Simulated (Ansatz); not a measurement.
Before relaxation, (101̅) slab as cut from the bulk (InSe, C2/m (No. 12), (1 0 -1) face):

```
CELL_PARAMETERS angstrom
4.13853 0.00000 0.00000
0.00000 11.12263 0.00000
0.00000 0.00000 25.19940
ATOMIC_POSITIONS crystal
In 0.50000 0.38119 0.29763
Se 0.50000 0.84224 0.31816
Se 0.50000 0.14773 0.32508
In 0.50000 0.60878 0.34561
In 0.00000 0.87617 0.38682
Se 0.00000 0.33722 0.40735
Se 0.00000 0.64272 0.41427
In 0.00000 0.10377 0.43480
In 0.50000 0.37116 0.47601
Se 0.50000 0.83221 0.49654
Se 0.50000 0.13770 0.50346
In 0.50000 0.59875 0.52399
In 0.00000 0.86614 0.56520
Se 0.00000 0.32719 0.58573
Se 0.00000 0.63269 0.59265
In 0.00000 0.09374 0.61318
In 0.50000 0.36113 0.65439
Se 0.50000 0.82218 0.67492
Se 0.50000 0.12767 0.68184
In 0.50000 0.58872 0.70237
```

Method: DFT PBE+D3(BJ), scalar-relativistic, plane waves, PAW in Ansatz 0.2.0. Cutoff 420 eV; k points 8×3×1 on the computed 20-atom cell (Γ-centred); Gaussian smearing, width 0.05 eV; no spin polarisation. A dipole correction removes the field between periodic images along c.

All atoms are free. The cell is fixed. Force threshold 0.02 eV/Å.

**Question.** Where does it end?

**Answer.** The energy falls by 2.124 eV in 13 steps, to:

```
CELL_PARAMETERS angstrom
4.13853 0.00000 0.00000
0.00000 11.12263 0.00000
0.00000 0.00000 25.19940
ATOMIC_POSITIONS crystal
In 0.50000 0.35535 0.34227
Se 0.50000 0.82916 0.31282
Se 0.50000 0.13118 0.33120
In 0.50000 0.60757 0.34406
In 0.00000 0.87138 0.38426
Se 0.00000 0.35144 0.41738
Se 0.00000 0.63974 0.41591
In 0.00000 0.10958 0.41629
In 0.50000 0.35749 0.49743
Se 0.50000 0.84602 0.50509
Se 0.50000 0.12390 0.49491
In 0.50000 0.61242 0.50257
In 0.00000 0.86033 0.58371
Se 0.00000 0.33017 0.58409
Se 0.00000 0.61847 0.58262
In 0.00000 0.09853 0.61574
In 0.50000 0.36234 0.65593
Se 0.50000 0.83872 0.66880
Se 0.50000 0.14075 0.68718
In 0.50000 0.61455 0.65773
```

The reference crystal is a form of InSe, which isn't its usual structure.

Cost: 1 run of about 48 core-minutes, on Intel Xeon Platinum 8375C (Ice Lake) (shared hosts).